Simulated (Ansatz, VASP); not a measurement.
# TaSi3: VASP beside Ansatz

```
Ta Si
1.0
     3.92556    0.00000    0.00000
     0.00000    3.92556    0.00000
     0.00000    0.00000    3.92556
Ta Si
1 3
Direct
  0.00000 0.00000 0.00000
  0.00000 0.50000 0.50000
  0.50000 0.00000 0.50000
  0.50000 0.50000 0.00000
```

Change from the starting cell: species swapped into the YGa3 type (Pm-3m, No. 221).

Alike in both runs: task single point; functional PBE; k mesh 4 × 4 × 4; occupations gaussian, width 0.1 eV; no spin polarisation.

|  | VASP | Ansatz |
| --- | --- | --- |
| version | VASP 6.6.1 | Ansatz 0.2.0 |
| potentials or method | VASP PAW PBE potentials, release 64 (Ta_pv, Si) | scalar-relativistic, plane waves, PAW |
| plane-wave cutoff (eV) | 520 | 420 |
| valence electrons in the cell | 23 | 25 |

```csv
,VASP,Ansatz,Ansatz less VASP
gap on the k mesh at the Fermi level (eV),none,none,-
pressure (GPa),-3.7,-3.7,-0.04
```

A gap of «none» marks a metal or a gap that the smearing closes. With one functional, cell and mesh, what is left measures potentials, basis and numerics. The two sets of potentials don't hold the same shells in valence.

Caveats: the k mesh is coarse (spacing up to 0.40 Å⁻¹), so the values aren't converged. Spin-orbit coupling is left out, which matters for the levels of Ta.
